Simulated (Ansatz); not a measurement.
# TiTe2: a single-point run

Wanted: a converged single-point run for TiTe2, and a check of what comes out. The structure is shown as the input types it. The cell is built on a prototype (3R-MoS2 type) and needn't be the phase found in nature.

Method: density functional or hybrid calculation with the settings of its input, plane waves (as first typed), in Ansatz 0.2.0.

## Step 1: Starting point

The structure is trigonal, space group R3m (No. 160). The conventional cell has a = 3.760 Å, b = 3.760 Å, c = 20.445 Å, α = 90.00°, β = 90.00°, γ = 120.00°. Around Ti (site symmetry 3m) lie 6 Te at 2.78 to 2.80 Å. Te (site symmetry 3m) is surrounded by 3 Ti at 2.80 Å. Te (site symmetry 3m) has 3 Ti at 2.78 Å as nearest neighbours.

The input asks for a charge of +1 e on the cell.

Coordinates:

```cif
data_structure
_symmetry_space_group_name_H-M 'P 1'
_symmetry_Int_Tables_number 1
_cell_length_a 7.1526
_cell_length_b 7.1526
_cell_length_c 7.1526
_cell_angle_alpha 30.479
_cell_angle_beta 30.479
_cell_angle_gamma 30.479
_cell_volume 83.45
loop_
_atom_site_label
_atom_site_type_symbol
_atom_site_fract_x
_atom_site_fract_y
_atom_site_fract_z
_atom_site_occupancy
Ti1 Ti 0.99969 0.99969 0.99969 1
Te1 Te 0.41913 0.41913 0.41913 1
Te2 Te 0.24784 0.24784 0.24784 1
```

## Step 2: Input and run

File input.yaml:

```yaml
crystal:
  lattice:
    - [1.8800618773, 1.085454231, 6.8151508306]
    - [-1.8800618773, 1.085454231, 6.8151508306]
    - [0.0, -2.170908462, 6.8151508306]
  atoms:
    - { symbol: Ti, position: [-0.0003050363, -0.0003050363, -0.0003050363] }
    - { symbol: Te, position: [0.4191340031, 0.4191340031, 0.4191340031] }
    - { symbol: Te, position: [0.2478376999, 0.2478376999, 0.2478376999] }
kpoints:
  mp_grid: { grid: [6, 6, 6] }
hamiltonian:
  xc: pbe
scf:
  occupations: { method: fermi_dirac, width: 0.02 }
  n_extra_bands: 4
  max_iter: 97
output:
  forces: true
  stress: true
  eigenvalues: true
total_charge: 1
```

The run is started by

```
$ ansatz run input.yaml --threads 4 --pin off --max-ram 3686MiB --backend cpu --events-out ev --progress --plain --runs-dir out
```

What happens when this is run?

The run converged and reported no error. Convergence says nothing about whether the input makes sense.

The suspect setting: total_charge is 1. The net charge is not the one intended, so the run treats another number of electrons.

Run again and compare: delete total_charge (the default then holds).
